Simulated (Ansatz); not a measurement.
**Cs under changes of volume**

One of the cells (122.477 Å³/atom); the others are scaled copies at fixed shape and fractional positions:

```xyz
1
Lattice="-3.1285 3.1285 3.1285 3.1285 -3.1285 3.1285 3.1285 3.1285 -3.1285" Properties=species:S:1:pos:R:3 pbc="T T T"
Cs    0.0000    0.0000    0.0000
```

| Quantity | Value |
| --- | --- |
| Program | Ansatz 0.2.0 |
| Functional | PBEsol |
| Potentials or basis | Ansatz PAW |
| Cutoff | 420 eV (not typed: the program's choice for these potentials) |
| k mesh | 6 × 6 × 6 |
| Occupations | fermi-dirac, width 0.05 eV |
| Spin | no spin polarisation |

```tsv
volume (Å³/atom)	energy over the lowest point (meV/atom)	pressure (GPa)
115.128	0.00	-0.1
117.578	1.76	-0.1
120.027	4.01	-0.2
122.477	6.71	-0.2
124.926	9.82	-0.2
127.376	13.31	-0.2
129.825	?	?
```

What does the run at 129.825 Å³/atom give?

Energy over the lowest point 17.14 meV/atom; pressure -0.3 GPa.

Worked out: A Birch-Murnaghan fit of order 3 (a polynomial in V^(-2/3)) to the other rows has no minimum within the range. It gives 17.14 meV/atom at 129.825 Å³/atom, against the run's 17.14, and -dE/dV = -0.3 GPa, against -0.3.

Energies are extrapolated to zero smearing.

Caveats: the PAW data sets come from PBE, with cores solved anew for the run's functional, which leaves a small shift of forces and pressure.
